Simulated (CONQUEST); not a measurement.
**GaN under changes of volume**

One of the cells (11.444 Å³/atom); the others are scaled copies at fixed shape and fractional positions:

```xyz
4
Lattice="3.1869 0.0000 0.0000 0.0000 3.1869 0.0000 0.0000 0.0000 4.5070" Properties=species:S:1:pos:R:3 pbc="T T T"
Ga    0.0000    0.0000    0.0000
Ga    1.5935    1.5935    2.2535
N     0.0000    1.5935    3.3803
N     1.5935    0.0000    1.1268
```

The cell is a database's computed one.

| Property | Result |
| --- | --- |
| Program | CONQUEST 1.3 |
| Functional | PBE |
| Potentials or basis | PseudoDojo NC PBE, DZ, grid of 36 × 36 × 48 points |
| k mesh | 8 × 8 × 6 |
| Occupations | fermi-dirac, width 0.05 eV |
| Spin | no spin polarisation |

| volume (Å³/atom) | energy over the lowest point (meV/atom) | pressure (GPa) | gap on the mesh (eV) |
| --- | --- | --- | --- |
| 10.757 | 92.25 | 25.0 | 2.25 |
| 10.986 | 59.91 | 19.8 | 2.10 |
| 11.215 | 35.97 | 13.5 | 1.95 |
| 11.444 | 19.21 | 9.8 | 1.81 |
| 11.673 | ? | ? | ? |
| 12.131 | 0.00 | -0.8 | 1.40 |

Task: What does the run at 11.673 Å³/atom give?

Result: Energy over the lowest point 7.74 meV/atom; pressure 6.2 GPa; gap on the mesh 1.67 eV.

Worked out: A Birch-Murnaghan fit of order 3 (a polynomial in V^(-2/3)) to the other rows has its minimum at 12.16 Å³/atom, just outside them, with B0 = V·E''(V) = 114 GPa (rough, since the energies scatter). It gives 8.26 meV/atom at 11.673 Å³/atom, against the run's 7.74, and -dE/dV = 5.8 GPa, against 6.2. A straight line through the other rows of the gap, of slope -7.07 eV per unit of ln V, gives 1.67 eV, against the run's 1.67.

Energies are extrapolated to zero smearing.

Caveats: the atomic basis is small; the basis of atomic orbitals isn't converged, which shifts pressures, moduli and gaps; the real-space grid breaks the cell's symmetry a little (some runs).

A mesh can miss the band edges. Spin-orbit coupling on Ga is left out.
